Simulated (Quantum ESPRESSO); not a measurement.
## Magnetic state of MnS (Browneite) from several starts

A self-consistent run ends on one state, which hangs on the start. Several orders of MnS (Browneite) are started in Quantum ESPRESSO and their energies compared.

Main program and level: Quantum ESPRESSO 7.5; PBE with U = 4 eV on Mn d (ortho-atomic projectors); plane waves with GBRV 1.5 PBE potentials, no spin-orbit coupling.

Report form: the programs' logs are mostly left out.

### Step 1. The starting structure

It takes space group F-43m (No. 216, cubic). The conventional cell has a = 5.600 Å, b = 5.600 Å, c = 5.600 Å, α = 90.00°, β = 90.00°, γ = 90.00°. Nearest to Mn lie 4 S at 2.42 Å. Nearest to S lie 4 Mn at 2.42 Å. Farther neighbours and most contacts between anions are not listed.

The cell comes from the Crystallography Open Database.

### Step 2. Run 1 (ferro +)

The signs are those of the starting moments on the seeded atoms, the atoms that are given a moment.

Input file pw.in:

```
&CONTROL
  calculation = 'scf'
  prefix = 'pwscf'
  outdir = './tmp'
  pseudo_dir = './pseudo'
  disk_io = 'nowf'
/
&SYSTEM
  ibrav = 0
  celldm(1) = 8
  nat = 2
  ntyp = 2
  ecutwfc = 40
  ecutrho = 280
  nbnd = 19
  occupations = 'smearing'
  smearing = 'fd'
  degauss = 0.00367493
  nspin = 2
  starting_magnetization(1) = 0.3
  starting_magnetization(2) = 0
/
&ELECTRONS
  conv_thr = 4d-09
  electron_maxstep = 150
  mixing_beta = 0.3
/
ATOMIC_SPECIES
Mn     54.9380 mn_pbe_v1.5.uspp.F.UPF
S      32.0600 s_pbe_v1.4.uspp.F.UPF
CELL_PARAMETERS alat
   0.0000000000000    0.6614041436190    0.6614041436190
   0.6614041436190    0.0000000000000    0.6614041436190
   0.6614041436190    0.6614041436190    0.0000000000000
ATOMIC_POSITIONS crystal
Mn      0.0000000000    0.0000000000    0.0000000000
S       0.2500000000    0.2500000000    0.2500000000
K_POINTS automatic
8 8 8 0 0 0
HUBBARD {ortho-atomic}
U Mn-3d 4.0000
```

Command:

```console
$ OMP_NUM_THREADS=1 mpirun -n 4 pw.x -nk 4 -in pw.in > pw.out
```

Wall time 5.5 s (4 MPI ranks of Intel Xeon 6975P-C (Granite Rapids), shared host); peak memory 0.37 GiB.

Spin moment in the atom's sphere by atom:

```
atom  spin moment in the atom's sphere (μB)
 Mn1                                   4.36
  S2                                   0.05
```

Numbers from this step:

```
smearing term TS       : 3.59e-8 eV
magnetization          : 5 μB
absolute magnetization : 5 μB
final state            : ferromagnetic
```

### Step 3. Run 2, typed as antiferro q=(0,1/2,1/2) +−

This order needs a doubled cell of 4 atoms. The wavevector q is in fractions of the reciprocal vectors of the crystal's primitive cell, as the cells of these inputs are built from it; moments change sign between cells as cos(2π q·R).

Input file pw.in:

```
&CONTROL
  calculation = 'scf'
  prefix = 'pwscf'
  outdir = './tmp'
  pseudo_dir = './pseudo'
  disk_io = 'nowf'
/
&SYSTEM
  ibrav = 0
  celldm(1) = 8
  nat = 4
  ntyp = 3
  ecutwfc = 40
  ecutrho = 280
  nbnd = 30
  occupations = 'smearing'
  smearing = 'fd'
  degauss = 0.00367493
  nspin = 2
  starting_magnetization(1) = 0.3
  starting_magnetization(2) = -0.3
  starting_magnetization(3) = 0
/
&ELECTRONS
  conv_thr = 8d-09
  electron_maxstep = 150
  mixing_beta = 0.3
/
ATOMIC_SPECIES
Mn1    54.9380 mn_pbe_v1.5.uspp.F.UPF
Mn2    54.9380 mn_pbe_v1.5.uspp.F.UPF
S      32.0600 s_pbe_v1.4.uspp.F.UPF
CELL_PARAMETERS alat
   0.0000000000000    0.6614041436190    0.6614041436190
   1.3228082872380    0.0000000000000    1.3228082872380
   1.3228082872380    0.6614041436190    0.6614041436190
ATOMIC_POSITIONS crystal
Mn1     0.0000000000    0.0000000000    0.0000000000
Mn2     0.0000000000    0.5000000000    0.0000000000
S       0.2500000000    0.0000000000    0.2500000000
S       0.2500000000    0.5000000000    0.2500000000
K_POINTS automatic
8 4 8 0 0 0
HUBBARD {ortho-atomic}
U Mn1-3d 4.0000
U Mn2-3d 4.0000
```

The job ended after 37 s (4 MPI ranks; peak memory 0.71 GiB; 2.4 min of CPU time).

Spin moment in the atom's sphere by atom:

```
atom  spin moment in the atom's sphere (μB)
 Mn1                                   4.29
 Mn2                                  -4.29
  S3                                   0.00
  S4                                   0.00
```

Numbers from this step:

```
smearing term TS       : 5.78e-13 eV
magnetization          : 0 μB
absolute magnetization : 9.664 μB
final state            : antiferromagnetic
```

### Step 4. Run 3, typed as antiferro q=(0,0,1/2) +−

The cell is doubled to 4 atoms to hold this order.

pw.in: that of step 3 with these lines changed.

```diff
@@ -34,11 +34,11 @@
    0.0000000000000    0.6614041436190    0.6614041436190
-   1.3228082872380    0.0000000000000    1.3228082872380
-   1.3228082872380    0.6614041436190    0.6614041436190
+   0.6614041436190    0.0000000000000    0.6614041436190
+   1.3228082872380    1.3228082872380    0.0000000000000
 ATOMIC_POSITIONS crystal
 Mn1     0.0000000000    0.0000000000    0.0000000000
-Mn2     0.0000000000    0.5000000000    0.0000000000
-S       0.2500000000    0.0000000000    0.2500000000
-S       0.2500000000    0.5000000000    0.2500000000
+Mn2     0.0000000000    0.0000000000    0.5000000000
+S       0.2500000000    0.2500000000    0.1250000000
+S       0.2500000000    0.2500000000    0.6250000000
 K_POINTS automatic
-8 4 8 0 0 0
+8 8 4 0 0 0
 HUBBARD {ortho-atomic}
```

Elapsed: 24 s, on 4 MPI ranks; peak memory 0.6 GiB.

Spin moment in the atom's sphere by atom:

```
atom  spin moment in the atom's sphere (μB)
 Mn1                                   4.31
 Mn2                                  -4.31
  S3                                   0.02
  S4                                  -0.02
```

Numbers from this step:

| Item | Value |
| --- | --- |
| smearing term TS | 1.06e-11 eV |
| magnetization | 0 μB |
| absolute magnetization | 9.722 μB |
| final state | antiferromagnetic |

### Step 5. Start 4: no spin polarisation

Input file pw.in:

```
&CONTROL
  calculation = 'scf'
  prefix = 'pwscf'
  outdir = './tmp'
  pseudo_dir = './pseudo'
  disk_io = 'nowf'
/
&SYSTEM
  ibrav = 0
  celldm(1) = 8
  nat = 2
  ntyp = 2
  ecutwfc = 40
  ecutrho = 280
  nbnd = 17
  occupations = 'smearing'
  smearing = 'fd'
  degauss = 0.00367493
/
&ELECTRONS
  conv_thr = 4d-09
  electron_maxstep = 150
  mixing_beta = 0.3
/
ATOMIC_SPECIES
Mn     54.9380 mn_pbe_v1.5.uspp.F.UPF
S      32.0600 s_pbe_v1.4.uspp.F.UPF
CELL_PARAMETERS alat
   0.0000000000000    0.6614041436190    0.6614041436190
   0.6614041436190    0.0000000000000    0.6614041436190
   0.6614041436190    0.6614041436190    0.0000000000000
ATOMIC_POSITIONS crystal
Mn      0.0000000000    0.0000000000    0.0000000000
S       0.2500000000    0.2500000000    0.2500000000
K_POINTS automatic
8 8 8 0 0 0
HUBBARD {ortho-atomic}
U Mn-3d 4.0000
```

It took 3.8 s on 4 MPI ranks; peak memory 0.33 GiB; 14 s of CPU time.

This step gave:

```
smearing term TS : 0.01570 eV
final state      : non-magnetic (no spin polarisation)
```

### Step 6. Ranking

An order is kept where moments of 0.15 μB or more survive with the typed signs; meshes match where a doubled cell samples the same k points as the first cell.

Orders:

```
                     start        final state  typed order kept  energy over the lowest (meV a seeded atom)  largest site moment (μB)  net moment (μB a cell of the first run)  mesh matched  CPU time (s)
                   ferro +      ferromagnetic               yes                                       103.6                     4.364                                        5           yes         20.96
antiferro q=(0,1/2,1/2) +-  antiferromagnetic               yes                                           0                     4.293                                        0           yes         145.9
  antiferro q=(0,0,1/2) +-  antiferromagnetic               yes                                       23.74                     4.309                                        0           yes         94.48
      no spin polarisation       non-magnetic                 -                                        4324                         0                                        0           yes          14.3
```

### Step 7. A Heisenberg model

E = −Σ J e·e over ordered pairs of unit vectors, so each pair counts twice. As many shells are taken as there are differences of energy, so the couplings are solved for and no residual tests the model; further shells are folded in, and shells whose pairs keep their relative signs in all orders cancel and are not probed. Couplings from the energies:

```
 pair  distance (Å)  neighbours an atom  J (meV)
Mn-Mn          3.96                  12   -6.473
Mn-Mn           5.6                   6  -0.1793
```

### Step 8. Occupations of the corrected shells in the lowest state

Occupations of the Hubbard shells:

```
block  type  shell  spin  electrons             occupation numbers
    1   Mn1     3d    up      4.947  0.985 0.986 0.986 0.995 0.995
    1   Mn1     3d  down     0.3073  0.026 0.030 0.082 0.082 0.088
    2   Mn2     3d    up     0.3073  0.026 0.030 0.082 0.082 0.088
    2   Mn2     3d  down      4.947  0.985 0.986 0.986 0.995 0.995
```

### Step 9. Outcome

| Item | Value |
| --- | --- |
| lowest state found | antiferromagnetic (from antiferro q=(0,1/2,1/2) +-) |
| largest site moment | 4.29 μB |
| next state with moments | antiferromagnetic, 23.7 meV a seeded atom higher |
| state without moments (under the same U) | 4324 meV a seeded atom higher |
| J of the weightiest shell (Mn-Mn, 3.96 Å; E = −Σ J e·e, ordered pairs) | -6.47 meV |

**Reading.** Under a U the spinless run pays the Hubbard penalty of a partly filled shell, so its energy overstates what forming the moments gains. The largest moment changes by 1.6 % between the kept orders, as for well localised moments. Only these 4 starts were compared; other wavevectors, canted and longer-period orders were not.

[Logs and program files are shortened in this print: banners, set-up blocks, solver, clock and traceback lines can be left out without a mark of their own.]

[Logs are printed without paths, hosts, clocks, repeated set-up lines and the standing remarks that a program may print on its own settings, such as how far it seeks lower states.]

[Hosts, paths, dates, database ids (printed as entryN), source tags and the programs' standing remarks are cut or masked in the printed files.]

[Where a cell is said to come from a database of computed structures, the database is the Materials Project.]
